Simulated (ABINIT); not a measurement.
# Ti (P6_3/mmc) in ABINIT: single point with PBE

Aim: the single point of Ti with PBE.

All numbers are computed with ABINIT 10.8.3 (patched build); they aren't measurements. Logs are shortened: lines on timing, memory, paths and dates and some standing lists are left out, and cuts for length are marked. The log counts tension as positive stress, the text compression.

## (1) The structure

Symmetry: P6_3/mmc, No. 194, hexagonal system. Conventional cell: a = 2.950 Å, b = 2.950 Å, c = 4.680 Å, α = 90.00°, β = 90.00°, γ = 120.00°. Ti (site symmetry -6m2) has 12 Ti at 2.89 to 2.95 Å as nearest neighbours.

## (2) Single point, PBE

The input, run.abi:

```
pp_dirpath "./"
pseudos "Ti.upf"

acell 3*1.0
rprim
     5.5746920676     0.0000000000     0.0000000000
    -2.7873460338     4.8278249489     0.0000000000
     0.0000000000     0.0000000000     8.8439182632
ntypat 1
znucl 22
natom 2
typat 1 1
xred
     0.6666666667     0.3333333333     0.7500000000
     0.3333333333     0.6666666667     0.2500000000

ecut 35.0

kptopt 1
ngkpt 8 8 4
nshiftk 1
shiftk 0.0 0.0 0.0

ixc 11

nband 16
occopt 3
tsmear 0.05 eV

nstep 100
tolvrs 1.0e-10

iomode 3
prtwf 0
prtden 0
prteig 0
prtebands 0
```

Potentials or basis: PseudoDojo NC SR PBE v0.4.1 standard.

Started as:

```console
> mpirun --bind-to none -np 4 abinit run.abi > log 2>&1
```

run.abo:

```text
.Version 10.8.3 of ABINIT
 Symmetries : space group P6_3/m m c (#194); Bravais hP (primitive hexag.)
================================================================================
 Values of the parameters that define the memory need of the present run
     intxc =       0    ionmov =       0      iscf =       7    lmnmax =       6
     lnmax =       6     mgfft =      48  mpssoang =       3    mqgrid =    3001
     natom =       2  nloc_mem =       1    nspden =       1   nspinor =       1
    nsppol =       1      nsym =      24    n1xccc =    2501    ntypat =       1
    occopt =       3   xclevel =       2
       mpw =        2371          nfft =       43200          nkpt =          30
================================================================================
================================================================================

--------------------------------------------------------------------------------
------------- Echo of variables that govern the present computation ------------
--------------------------------------------------------------------------------
 -outvars: echo values of preprocessed input variables --------
            acell      1.0000000000E+00  1.0000000000E+00  1.0000000000E+00 Bohr
              amu      4.78800000E+01
             ecut      3.50000000E+01 Hartree
              ixc          11
         kptrlatt        8    0    0      0    8    0      0    0    4
          kptrlen      3.53756731E+01
            natom           2
            nband          16
            ngfft          30      30      48
             nkpt          30
            nstep         100
             nsym          24
           ntypat           1
           occopt           3
           prtden           0
        prtebands           0
           prteig           0
            prtwf           0
            rprim      5.5746920676E+00  0.0000000000E+00  0.0000000000E+00
                      -2.7873460338E+00  4.8278249489E+00  0.0000000000E+00
                       0.0000000000E+00  0.0000000000E+00  8.8439182632E+00
          spgroup         194
           tolvrs      1.00000000E-10
           tsmear      1.83746611E-03 Hartree
            typat      1  1
           xangst      1.4749999990E+00  8.5159164648E-01  3.5099999976E+00
                      -2.9598923428E-17  1.7031832930E+00  1.1699999992E+00
            xcart      2.7873460338E+00  1.6092749830E+00  6.6329386974E+00
                      -5.5933858900E-17  3.2185499659E+00  2.2109795658E+00
             xred      6.6666666667E-01  3.3333333333E-01  7.5000000000E-01
                       3.3333333333E-01  6.6666666667E-01  2.5000000000E-01
            znucl       22.00000

================================================================================

 chkinp: Checking input parameters for consistency.

================================================================================
== DATASET  1 ==================================================================

--- !DatasetInfo
iteration_state: {dtset: 1, }
dimensions: {natom: 2, nkpt: 30, mband: 16, nsppol: 1, nspinor: 1, nspden: 1, mpw: 2371, }
cutoff_energies: {ecut:  35.0, pawecutdg:  -1.0, }
electrons: {nelect:   2.40000000E+01, charge:   0.00000000E+00, occopt:   3.00000000E+00, tsmear:   1.83746611E-03, }
meta: {optdriver: 0, ionmov: 0, optcell: 0, iscf: 7, paral_kgb: 0, }
...

 Exchange-correlation functional for the present dataset will be:
  GGA: Perdew-Burke-Ernzerhof functional - ixc=11
  J.P.Perdew, K.Burke, M.Ernzerhof, PRL 77, 3865 (1996)

 Real(R)+Recip(G) space primitive vectors, cartesian coordinates (Bohr,Bohr^-1):
 R(1)=  5.5746921  0.0000000  0.0000000  G(1)=  0.1793821  0.1035663  0.0000000
 R(2)= -2.7873460  4.8278249  0.0000000  G(2)=  0.0000000  0.2071326  0.0000000
 R(3)=  0.0000000  0.0000000  8.8439183  G(3)=  0.0000000  0.0000000  0.1130721
 Unit cell volume ucvol=  2.3802201E+02 bohr^3
 Angles (23,13,12)=  9.00000000E+01  9.00000000E+01  1.20000000E+02 degrees

 getcut: wavevector=  0.0000  0.0000  0.0000  ngfft=  30  30  48
         ecut(hartree)=     35.000   => boxcut(ratio)=   2.02219

--- Pseudopotential description ------------------------------------------------
- pspini: atom type   1  psp file is ./Ti.upf
12 -101130 2 -1 1586                          pspcod,pspxc,lmax,lloc,mmax
     nproj     2     2     2

   7.04709386E+02                                ecore*ucvol(ha*bohr**3)
--------------------------------------------------------------------------------

================================================================================

--- !BeginCycle
iteration_state: {dtset: 1, }
solver: {iscf: 7, nstep: 100, nline: 4, wfoptalg: 0, }
tolerances: {tolvrs: 1.00E-10, }
...

     iter   Etot(hartree)      deltaE(h)  residm     vres2
 ETOT  1  -118.58209434894    -1.186E+02 2.268E-01 7.591E+01
 ETOT  2  -118.68647917464    -1.044E-01 3.122E-02 6.439E+01
 ETOT  3  -118.71023399058    -2.375E-02 7.586E-03 5.531E-01
 ETOT  4  -118.71084251969    -6.085E-04 8.890E-03 3.509E-02
 ETOT  5  -118.71092377885    -8.126E-05 2.663E-02 4.593E-03
 ETOT  6  -118.71094036765    -1.659E-05 2.911E-03 6.573E-04
 ETOT  7  -118.71094447139    -4.104E-06 1.955E-03 2.972E-04
 ETOT  8  -118.71094566859    -1.197E-06 1.200E-03 1.051E-05
 ETOT  9  -118.71094599553    -3.269E-07 8.392E-04 1.645E-05
 ETOT 10  -118.71094611392    -1.184E-07 8.910E-04 3.548E-07
[... 4 lines left out ...]
 ETOT 15  -118.71094618413    -1.459E-09 3.373E-04 3.949E-10
 ETOT 16  -118.71094618481    -6.790E-10 2.945E-04 1.031E-09
 ETOT 17  -118.71094618513    -3.215E-10 2.911E-04 5.695E-10
 ETOT 18  -118.71094618528    -1.542E-10 2.683E-04 6.185E-09
 ETOT 19  -118.71094618536    -7.597E-11 2.616E-04 6.026E-09
 ETOT 20  -118.71094618539    -3.347E-11 2.338E-04 7.678E-09
 ETOT 21  -118.71094618542    -2.177E-11 2.247E-04 6.255E-09
 ETOT 22  -118.71094618543    -1.113E-11 1.955E-04 4.181E-09
 ETOT 23  -118.71094618543    -4.206E-12 1.856E-04 2.109E-10
 ETOT 24  -118.71094618543    -2.132E-12 1.578E-04 3.511E-11

 At SCF step   24       vres2   =  3.51E-11 < tolvrs=  1.00E-10 =>converged.

 Cartesian components of stress tensor (hartree/bohr^3)
  sigma(1 1)=  8.06852160E-05  sigma(3 2)=  0.00000000E+00
  sigma(2 2)=  8.06852156E-05  sigma(3 1)=  0.00000000E+00
  sigma(3 3)=  1.04187364E-04  sigma(2 1)=  0.00000000E+00

--- !ResultsGS
iteration_state: {dtset: 1, }
comment   : Summary of ground state results
lattice_vectors:
- [  5.5746921,   0.0000000,   0.0000000, ]
- [ -2.7873460,   4.8278249,   0.0000000, ]
- [  0.0000000,   0.0000000,   8.8439183, ]
lattice_lengths: [   5.57469,    5.57469,    8.84392, ]
lattice_angles: [ 90.000,  90.000, 120.000, ] # degrees, (23, 13, 12)
lattice_volume:   2.3802201E+02
convergence: {deltae: -2.132E-12, res2:  3.511E-11, residm:  1.578E-04, diffor: null, }
etotal    :  -1.18710946E+02
entropy   :   0.00000000E+00
fermie    :   3.61130323E-01
cartesian_stress_tensor: # hartree/bohr^3
- [  8.06852160E-05,   0.00000000E+00,   0.00000000E+00, ]
- [  0.00000000E+00,   8.06852156E-05,   0.00000000E+00, ]
- [  0.00000000E+00,   0.00000000E+00,   1.04187364E-04, ]
pressure_GPa:  -2.6043E+00
xred      :
- [  6.6667E-01,   3.3333E-01,   7.5000E-01, Ti]
- [  3.3333E-01,   6.6667E-01,   2.5000E-01, Ti]
cartesian_forces: # hartree/bohr
- [  0.00000000E+00,   0.00000000E+00,  -0.00000000E+00, ]
- [  0.00000000E+00,   0.00000000E+00,  -0.00000000E+00, ]
force_length_stats: {min:   0.00000000E+00, max:   0.00000000E+00, mean:   0.00000000E+00, }
...

 Integrated electronic density in atomic spheres:
 ------------------------------------------------
 Atom  Sphere_radius  Integrated_density
    1        2.00000          9.50785112
    2        2.00000          9.50785112
================================================================================

 ----iterations are completed or convergence reached----

 Mean square residual over all n,k,spin=   17.057E-07; max=  15.780E-05
 reduced coordinates (array xred) for    2 atoms
       0.666666666667      0.333333333333      0.750000000000
       0.333333333333      0.666666666667      0.250000000000
 rms dE/dt=  6.9524E-28; max dE/dt=  0.0000E+00; dE/dt below (all hartree)
    1      -0.000000000000     -0.000000000000      0.000000000000
    2      -0.000000000000     -0.000000000000      0.000000000000

 cartesian coordinates (angstrom) at end:
    1      1.47499999898717     0.85159164648454     3.50999999759949
    2     -0.00000000000000     1.70318329296909     1.16999999919983

 cartesian forces (hartree/bohr) at end:
    1      0.00000000000000     0.00000000000000    -0.00000000000000
    2      0.00000000000000     0.00000000000000    -0.00000000000000
 frms,max,avg= 0.0000000E+00 0.0000000E+00   0.000E+00  0.000E+00  0.000E+00 h/b

 cartesian forces (eV/Angstrom) at end:
    1      0.00000000000000     0.00000000000000    -0.00000000000000
    2      0.00000000000000     0.00000000000000    -0.00000000000000
 frms,max,avg= 0.0000000E+00 0.0000000E+00   0.000E+00  0.000E+00  0.000E+00 e/A
 length scales=  1.000000000000  1.000000000000  1.000000000000 bohr
              =  0.529177210544  0.529177210544  0.529177210544 angstroms
 Fermi (or HOMO) energy (hartree) =   0.36113   Average Vxc (hartree)=  -0.42307
 Eigenvalues (hartree) for nkpt=  30  k points:
 kpt#   1, nband= 16, wtk=  0.00391, kpt=  0.0000  0.0000  0.0000 (reduced coord)
  -1.72879   -1.72405   -0.86836   -0.84591   -0.84591   -0.84357   -0.84239   -0.84239
   0.13440    0.26332    0.38639    0.38923    0.38923    0.39292    0.40706    0.40796
      occupation numbers for kpt#   1
   2.00000    2.00000    2.00000    2.00000    2.00000    2.00000    2.00000    2.00000
   2.00000    2.00000    0.00000    0.00000    0.00000    0.00000    0.00000    0.00000
 prteigrs : prtvol=0 or 1, do not print more k-points.

--- !EnergyTerms
iteration_state     : {dtset: 1, }
comment             : Components of total free energy in Hartree
kinetic             :  4.69358249767453E+01
hartree             :  2.44140861939621E+01
xc                  : -1.74375496862008E+01
Ewald energy        : -8.45410389958568E+01
psp_core            :  2.96069000623088E+00
local_psp           : -9.22166000456245E+01
non_local_psp       :  1.17407475403215E+00
internal            : -1.18710512796712E+02
'-kT*entropy'       : -4.33388721222905E-04
total_energy        : -1.18710946185433E+02
total_energy_eV     : -3.23028940827768E+03
band_energy         : -1.47434151058570E+01
...

 Cartesian components of stress tensor (hartree/bohr^3)
  sigma(1 1)=  8.06852160E-05  sigma(3 2)=  0.00000000E+00
  sigma(2 2)=  8.06852156E-05  sigma(3 1)=  0.00000000E+00
  sigma(3 3)=  1.04187364E-04  sigma(2 1)=  0.00000000E+00

-Cartesian components of stress tensor (GPa)         [Pressure= -2.6043E+00 GPa]
- sigma(1 1)=  2.37384101E+00  sigma(3 2)=  0.00000000E+00
- sigma(2 2)=  2.37384100E+00  sigma(3 1)=  0.00000000E+00
- sigma(3 3)=  3.06529808E+00  sigma(2 1)=  0.00000000E+00

== END DATASET(S) ==============================================================
================================================================================

 -outvars: echo values of variables after computation  --------
            acell      1.0000000000E+00  1.0000000000E+00  1.0000000000E+00 Bohr
           etotal     -1.1871094619E+02
            fcart      0.0000000000E+00  0.0000000000E+00 -0.0000000000E+00
                       0.0000000000E+00  0.0000000000E+00 -0.0000000000E+00
            rprim      5.5746920676E+00  0.0000000000E+00  0.0000000000E+00
                      -2.7873460338E+00  4.8278249489E+00  0.0000000000E+00
                       0.0000000000E+00  0.0000000000E+00  8.8439182632E+00
           strten      8.0685216033E-05  8.0685215603E-05  1.0418736419E-04
                       0.0000000000E+00  0.0000000000E+00  0.0000000000E+00
           xangst      1.4749999990E+00  8.5159164648E-01  3.5099999976E+00
                      -2.9598923428E-17  1.7031832930E+00  1.1699999992E+00
             xred      6.6666666667E-01  3.3333333333E-01  7.5000000000E-01
                       3.3333333333E-01  6.6666666667E-01  2.5000000000E-01
 Calculation completed.
```

Wall time 12 s (4 MPI ranks of Intel Xeon 6975P-C (Granite Rapids), shared host); peak memory 0.24 GiB.

What came out:

```
Free energy                                           : -3230.2894 eV
Band gap on the k mesh                                : none (metal or under the smearing width)
Valence electrons inside the program's atomic spheres : Ti 9.51 (radii [1.0584] Å)
```

Levels at points of the mesh, in eV from the Fermi level:
```csv
k point,band 9,band 10,band 11,band 12,band 13,band 14,band 15,band 16
"(0.00, 0.00, 0.00)",-6.17,-2.66,0.69,0.76,0.76,0.86,1.25,1.27
"(0.50, 0.00, 0.00)",-2.33,-2.13,-1.82,-0.66,0.48,0.60,1.14,3.44
"(0.00, 0.00, 0.50)",-4.34,-4.34,0.07,0.07,0.67,0.67,0.67,0.67
"(0.50, 0.00, 0.50)",-2.52,-2.52,-0.81,-0.81,1.27,1.27,1.70,1.70
```

Caveat: the cutoff is too short for stress, so the log's stress isn't used.
